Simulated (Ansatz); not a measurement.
# CaS: a sweep of the sphere radii

Aim: hold CaS and all else fixed and vary the sphere radii, to see how far energy and properties move.

The COD entry's cell or inner coordinates are ideal or old and differ from later refinements, so a difference from it is no clean test against experiment.

Program: Ansatz 0.2.0. Level of theory: DFT, PBE, all-electron LAPW, scalar-relativistic. These are calculated values, not measurements.

1 further run of the same task is left out (it didn't finish). Runs told in other sessions of the task aren't counted.

## Step 1: The system as given

The structure is cubic, space group Fm-3m (No. 225). The conventional cell has a = 5.686 Å, b = 5.686 Å, c = 5.686 Å, α = 90.00°, β = 90.00°, γ = 90.00°. Ca (site symmetry m-3m) has 6 S at 2.84 Å in its first shell of neighbours. S (site symmetry m-3m) is surrounded by 6 Ca at 2.84 Å.

Coordinates:

```cif
data_structure
_symmetry_space_group_name_H-M 'P 1'
_symmetry_Int_Tables_number 1
_cell_length_a 4.0206
_cell_length_b 4.0206
_cell_length_c 4.0206
_cell_angle_alpha 60.000
_cell_angle_beta 60.000
_cell_angle_gamma 60.000
_cell_volume 45.96
loop_
_atom_site_label
_atom_site_type_symbol
_atom_site_fract_x
_atom_site_fract_y
_atom_site_fract_z
_atom_site_occupancy
Ca1 Ca 0.00000 0.00000 0.00000 1
S1 S 0.50000 0.50000 0.50000 1
```

The cell comes from a crystallographic database entry that wasn't checked; take it as a given geometry, which may be far from equilibrium.

Atoms are numbered in the order of the input: Ca1, S2.

## Step 2: With all sphere radii typed as 0.853 Å

input.yaml

```yaml
crystal:
  lattice:
    - [0.0, 2.843, 2.843]
    - [2.843, 0.0, 2.843]
    - [2.843, 2.843, 0.0]
  atoms:
    - { symbol: Ca, position: [0.0, 0.0, 0.0] }
    - { symbol: S, position: [0.5, 0.5, 0.5] }
kpoints:
  mp_grid: { grid: [7, 7, 7] }
scf:
  occupations: { method: fermi_dirac, width: 0.01 }
hamiltonian:
  xc: pbe
  pseudopotentials:
    kind: all_electron
    lapw: { basis_error: 0.00025, muffin_tin_radii: { S: 0.853, Ca: 0.853 } }
output:
  forces: true
  stress: true
  eigenvalues: true
```

Launch:

```
$ ansatz run input.yaml --threads 1 --pin off --max-ram 2048MiB --backend cpu --events-out ev --progress --plain --runs-dir out
```

## Step 3: With all sphere radii typed as 1.023 Å

Changes to input.yaml since step 2:

```diff
@@ -16,3 +16,3 @@
     kind: all_electron
-    lapw: { basis_error: 0.00025, muffin_tin_radii: { S: 0.853, Ca: 0.853 } }
+    lapw: { basis_error: 0.00025, muffin_tin_radii: { S: 1.023, Ca: 1.023 } }
 output:
```

## Step 4: With all sphere radii typed as 1.194 Å

Changes to input.yaml since step 3:

```diff
@@ -16,3 +16,3 @@
     kind: all_electron
-    lapw: { basis_error: 0.00025, muffin_tin_radii: { S: 1.023, Ca: 1.023 } }
+    lapw: { basis_error: 0.00025, muffin_tin_radii: { S: 1.194, Ca: 1.194 } }
 output:
```

(Steps that only read results are left out.)

Before running it: what results should come out? Wanted: pressure, in all runs; gap, in all runs.

**Answer**, as computed:

| quantity | value |
| --- | --- |
| largest change of energy from «all sphere radii typed as 0.853 Å» (zero smearing) | 0.0 meV/atom (all sphere radii typed as 1.194 Å) |
| pressure, in all runs (LAPW) | 0.79 GPa |
| gap, in all runs (LAPW) | 2.42 eV |

What this shows: Across the runs the energy spans 0.0 meV/atom. A complete basis would give the same answer for any radius, so the spread shows part of the basis error. The pressure spans under 0.01 GPa (LAPW).

The gaps are Kohn-Sham values of a semilocal functional, not quasiparticle or optical gaps. Such gaps usually fall short of the measured ones.
